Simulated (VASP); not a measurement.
Al2GaN3, 6 atoms in the cell. It takes space group P4/mmm (No. 123, tetragonal). Conventional cell: a = 4.831 Å, b = 4.831 Å, c = 4.145 Å, α = 90.00°, β = 90.00°, γ = 90.00°. Al (site symmetry 4/mmm) is surrounded by 2 Ga at 2.07 Å. Al (site symmetry 4/mmm) has 2 N at 2.07 Å as nearest neighbours. Ga (site symmetry 4/mmm) is surrounded by 2 Al at 2.07 Å. Around N (site symmetry mmm) lie 2 Ga at 2.42 Å and 2 N at 2.42 Å. N (site symmetry 4/mmm) has 2 Al at 2.07 Å as nearest neighbours. The cell was built by a generator and needn't be a form met in nature.

- Program: VASP 6.6.1
- Task: relaxation of cell and atoms
- Functional: PBE
- Potentials or basis: VASP PAW PBE potentials, release 64 (Al, Ga_d, N)
- Cutoff: 520 eV
- k mesh: 3 × 3 × 4
- Occupations: gaussian, width 0.15 eV
- Spin: no spin polarisation
- Further INCAR settings: PREC = Normal; ALGO = Fast; EDIFF = 0.0001; IBRION = 2; EDIFFG = -0.08; NSW = 24; ISIF = 3

Potentials or basis: VASP PAW PBE potentials, release 64 (Al, Ga_d, N).

Command:

```console
$ cat potpaw_PBE.64/Al/POTCAR potpaw_PBE.64/Ga_d/POTCAR potpaw_PBE.64/N/POTCAR > POTCAR
$ mpirun -np 2 vasp_std > vasp.out
```

Hardware: 2 MPI ranks on Intel(R) Xeon(R) Platinum 8259CL CPU @ 2.50GHz (Skylake/Cascade Lake), with other jobs on the host.

How long does it take, and how much memory?

It took 67 s on 2 MPI ranks on Intel(R) Xeon(R) Platinum 8259CL CPU @ 2.50GHz (Skylake/Cascade Lake), on a shared host, peak memory 0.16 GiB a rank. Counts: scf iterations 127, k points 9, ion steps 8.
